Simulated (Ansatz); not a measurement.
Runs of Ansatz 0.2.0 on WS2. Symmetry: R3m, No. 160, trigonal system. Conventional cell: a = 3.158 Å, b = 3.158 Å, c = 18.490 Å, α = 90.00°, β = 90.00°, γ = 120.00°. W (site symmetry 3m) has 6 S at 2.39 to 2.42 Å as nearest neighbours. S (site symmetry 3m) is surrounded by 3 W at 2.42 Å. S (site symmetry 3m) has 3 W at 2.39 Å as nearest neighbours. Measurements of this composition are mostly on another form, of space group No. 194.

```csv
task,level,potentials or basis,spin,U,cutoff (eV),smearing,broadening,hubbard projectors,double counting,other keys,gap on the mesh (eV),pressure (GPa),largest force (eV/Å)
single point,BLYP+D4,PseudoDojo standard (LDA files),off,-,952,gaussian 0.01 eV,-,-,-,-,1.09,3.1,0.77
optical spectrum,r2SCAN,PseudoDojo stringent (PBEsol files),off,-,1007,gaussian 0.15 eV,0.1 eV,-,-,scf.mixing.algorithm = broyden; scf.mixing.beta = 0.05; …,(a),-,-
Born charges and dielectric tensor,LDA+U,Ansatz PAW,off,W d U = 3 eV,420,fixed,-,ortho-atomic (the default),fll (the default),-,1.05,-,-
projected density of states,m-r2SCAN,Ansatz PAW polarizable,"collinear, ferromagnetic start",-,500,gaussian 0.02 eV,-,-,-,-,(b),2.6,0.62
```

Alike in all rows: cell as given; k mesh 10 × 10 × 10.

Question: Fill in the values left out.

Answer: (a) 1.18; (b) 1.17.

Caveats: spin-orbit coupling is left out, which moves the levels of the heavy elements; the potentials were made for another functional, which shifts forces and pressure (some runs); the PAW data sets come from PBE, with cores solved anew for the run's functional, which leaves a small shift of forces and pressure (some runs); the meta-GGA runs on potentials made for a GGA (some runs); spectra need much finer meshes, so this one isn't converged (some runs); independent-particle spectra lack excitons (some runs); the magnetic or orbital state may not be the lowest (some runs).

A k mesh can miss the band edges, and the runs leave out spin-orbit coupling on W.
